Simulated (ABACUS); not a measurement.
## O: equation of state with PBE

Crystal: O.

```
CELL_PARAMETERS angstrom
2.85140 -1.66242 0.00000
2.85140 1.66242 0.00000
-2.39449 0.00000 3.64705
ATOMIC_POSITIONS crystal
O 0.97455 0.97455 0.84443
O 0.02545 0.02545 0.15557
```

```yaml
Program: ABACUS 3.10.1
Task: equation of state
Functional: PBE
Potentials_or_basis: PseudoDojo NC SR 0.4.1 PBE standard
Cutoff: 1143 eV
Density_cutoff: 4572 eV
Basis: plane waves
k_mesh: 10 × 10 × 7
Occupations: fermi-dirac, width 0.05 eV
Spin: no spin polarisation
```

```
Equilibrium volume                        : 16.48 Å³/atom
Bulk modulus at fixed shape and positions : 58 GPa
Pressure derivative of the bulk modulus   : 4.0
```

Energy against volume, from the lowest point:
```tsv
volume (Å³/atom)	energy (meV/atom)
16.251	0.46
16.596	0.00
16.942	2.08
17.288	6.44
17.634	12.87
17.979	21.15
18.325	31.10
```

All runs of the series together: 79 s on 4 threads of AMD EPYC 9R45 96-Core Processor (Zen 5), with other jobs on the host.

Caveat: spin is off for a triplet molecule; the cell was scaled at fixed shape and fractional positions, which overstates the stiffness of a crystal with free parameters, most of all of layers and chains.
